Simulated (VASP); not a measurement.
KI under changes of volume

One of the cells (45.656 Å³/atom); the others are scaled copies at fixed shape and fractional positions:

```
CELL_PARAMETERS angstrom
0.00000 3.57409 3.57409
3.57409 0.00000 3.57409
3.57409 3.57409 0.00000
ATOMIC_POSITIONS crystal
I 0.50000 0.50000 0.50000
K 0.00000 0.00000 0.00000
```

```yaml
Program: VASP 6.6.1
Functional: HSE06
Potentials_or_basis: VASP PAW PBE potentials, release 64 (I, K_sv)
Cutoff: 520 eV
k_mesh: 4 × 4 × 4
Occupations: gaussian, width 0.02 eV
Spin: no spin polarisation
```

| volume (Å³/atom) | energy over the lowest point (meV/atom) | pressure (GPa) | gap on the mesh (eV) |
| --- | --- | --- | --- |
| 43.830 | ? | ? | ? |
| 44.743 | 0.76 | 0.2 | 4.94 |
| 45.656 | 0.00 | 0.0 | 4.89 |
| 46.569 | 0.51 | -0.2 | 4.84 |
| 47.482 | 2.90 | -0.4 | 4.80 |

Q: What does the run at 43.830 Å³/atom give?

A: Energy over the lowest point 2.95 meV/atom; pressure 0.5 GPa; gap on the mesh 4.99 eV.

Worked out: A Birch-Murnaghan fit of order 2 (a polynomial in V^(-2/3)) to the other rows has its minimum at 45.69 Å³/atom with B0 = V·E''(V) = 14.4 GPa. It gives 3.53 meV/atom at 43.830 Å³/atom, against the run's 2.95, and -dE/dV = 0.7 GPa, against 0.5. A straight line through the other rows of the gap, of slope -2.37 eV per unit of ln V (its deformation potential), extrapolates to 4.99 eV, against the run's 4.99.

Energies are extrapolated to zero smearing.

Caveats: the PAW data sets were made with another functional, which shifts forces and pressure a little; spin-orbit coupling is left out, which moves the levels of the heavy elements.
